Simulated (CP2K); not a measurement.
AlPt:

```xyz
2
Lattice="3.0915 0.0000 0.0000 0.0000 3.0915 0.0000 0.0000 0.0000 3.0915" Properties=species:S:1:pos:R:3 pbc="T T T"
Pt    1.5458    1.5458    1.5458
Al    0.0000    0.0000    0.0000
```

Measurements of this composition are mostly on another form, of space group No. 198.

* Program: CP2K 2026.2
* Task: single point
* Functional: PBEsol
* Potentials or basis: POTENTIAL_UZH Pt GTH-PBE-q18, Al GTH-PBE-q3; TZVP-MOLOPT-PBE-GTH basis
* Density cutoff: 6123 eV
* k mesh: 9 × 9 × 9
* Occupations: fermi-dirac, width 0.05 eV
* Spin: no spin polarisation

On this cell: pressure -4.6 GPa; largest force zero by symmetry; band gap on the k mesh none (metal or under the smearing width).

The same run follows on a disturbed copy (atoms moved at random, drawn with an rms of 0.05 Å):

```
Pt Al
1.0
     3.09155    0.00000    0.00000
     0.00000    3.09155    0.00000
     0.00000    0.00000    3.09155
Pt Al
1 1
Direct
  0.50628 0.51970 0.49067
  0.99902 0.99472 0.00385
```

What changes?

The energy (extrapolated to zero smearing) moves by +8.1 meV/atom; pressure -4.0 GPa; largest force 0.368 eV/Å; band gap on the k mesh none (metal or under the smearing width).

Forces in eV/Å, atoms in the order of the input:
```
Pt  -0.092 -0.315  0.167
Al   0.093  0.313 -0.168
```

Stress tensor (GPa, compression positive):
```
-3.95  0.23 -0.12
 0.23 -4.19 -0.41
-0.12 -0.41 -4.00
```

Caveats: the potentials were made for another functional, which shifts forces and pressure; the basis of atomic orbitals isn't converged, which shifts pressures, moduli and gaps.
